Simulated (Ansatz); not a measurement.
# MoS2: a short molecular-dynamics run

A trajectory of MoS2, a distorted structure with 6 atoms that was not relaxed first: 30 steps of 1 fs under a Langevin thermostat and barostat at 900 K and 0 GPa.

All numbers below are computed with Ansatz 0.2.0 (DFT LDA, plane waves, PAW, scalar-relativistic, no spin polarisation).

### Step 1. The starting structure

The cell holds 6 atoms (Mo2S4): a = 3.113 Å, b = 3.132 Å, c = 12.132 Å, α = 89.50°, β = 88.16°, γ = 59.66°.

Structure file:

```xyz
6
Lattice="1.5437 2.7034 0.0499 -1.5625 2.7142 0.0136 0.1417 0.1434 12.1303" Properties=species:S:1:pos:R:3 pbc="T T T"
Mo    0.0062    1.8305    3.0867
Mo    0.0915    3.7115    9.1550
S     0.0945    1.9121    7.5216
S     0.0191    3.6423    1.5304
S     0.1739    1.9555   10.6247
S    -0.0042    3.6076    4.7314
```

### Step 2. Molecular dynamics

File input.yaml:

```yaml
crystal:
  lattice:
    - [1.543715, 2.703359, 0.049944]
    - [-1.562518, 2.714215, 0.013649]
    - [0.141722, 0.143365, 12.130288]
  atoms:
    - { symbol: Mo, position: [0.32364, 0.338726, 0.252752] }
    - { symbol: Mo, position: [0.664402, 0.665992, 0.751238] }
    - { symbol: S, position: [0.340845, 0.332354, 0.618291] }
    - { symbol: S, position: [0.673684, 0.66448, 0.122638] }
    - { symbol: S, position: [0.356024, 0.319702, 0.874057] }
    - { symbol: S, position: [0.640605, 0.670682, 0.386657] }
  symmetry: { detect: false }
kpoints:
  mp_grid: { grid: [5, 5, 2] }
magnetization:
  spin_polarized: false
scf:
  occupations: { method: tetrahedron_uncorrected }
hamiltonian:
  pseudopotentials: { kind: paw }
  xc: lda
basis:
  ecutwfc: 420
md:
  timestep: 1.0
  n_steps: 30
  ensemble: npt_langevin
  temperature: 900.0
  initial_velocities: maxwell_boltzmann
  seed: 246230
  pressure: 0.0
```

The run is started by

```console
$ ansatz run input.yaml --threads 2 --pin off --max-ram 2560MiB --backend cpu --events-out ev --progress --plain --runs-dir out
```

Q: Predict the outcome of this session. Wanted: temperature, first and last step; temperature, second half; potential energy, second half; largest change of the conserved energy; volume, first and last step; mean square displacement, second half.

**Answer**, as computed:

| quantity | value |
| --- | --- |
| length | 30 steps of 1 fs |
| temperature, first and last step | 750 and 650 K |
| temperature, second half | mean 630 K, from 471 to 765 K |
| potential energy, second half | +46 meV/atom from the start |
| largest change of the conserved energy | 0.05 meV/atom |
| volume, first and last step | 17.01 and 16.82 Å³/atom |
| mean square displacement, second half | S 0.017, Mo 0.008 Å² |

In words: Against a set 900 K the second half averages 630 K with a spread of 77 K (in equilibrium 6 atoms would scatter by about 300 K, over a far longer run); 46 meV/atom has gone into potential energy, and a thermostat that acts over some 100 fs has not made it up in 30 fs. The conserved energy strays from its start by at most 0.05 meV/atom, under 0.1 % of the mean kinetic energy, so a step of 1 fs is short enough over this time. The farthest move is 0.25 Å, against a mean nearest distance of 2.4 Å at the start: no atom has changed site so far. The volume changes by -1.1 % from first to last step. Settings off the usual here: crystal.symmetry, scf.occupations.width, scf.occupations.method. Averages from a run of 30 fs with 6 atoms are rough. The k-mesh is coarse.
